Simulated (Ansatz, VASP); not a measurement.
**Ti in VASP and in Ansatz**

```
CELL_PARAMETERS angstrom
2.95000 0.00000 0.00000
-1.47500 2.55477 0.00000
0.00000 0.00000 4.68600
ATOMIC_POSITIONS crystal
Ti 0.33333 0.66667 0.25000
Ti 0.66667 0.33333 0.75000
```

Alike in both runs: task single point; functional PBEsol; k mesh 14 × 14 × 8; occupations fermi-dirac, width 0.05 eV; no spin polarisation.

|  | VASP | Ansatz |
| --- | --- | --- |
| version | VASP 6.6.1 | Ansatz 0.2.0 |
| potentials or method | VASP PAW PBE potentials, release 64 (Ti_sv), cutoff 520 eV | all-electron LAPW, scalar-relativistic |

Ansatz gave:

* pressure (GPa): -5.9
* largest component of the traceless stress (GPa): 0.36

Q: Estimate VASP's values.

A: Pressure (GPa): -6.1; largest component of the traceless stress (GPa): 0.36.

Ansatz ran all-electron here, so the differences hold the error of VASP's frozen core and of both bases.

Caveats: the PAW data sets were made with another functional, which shifts forces and pressure a little (VASP).
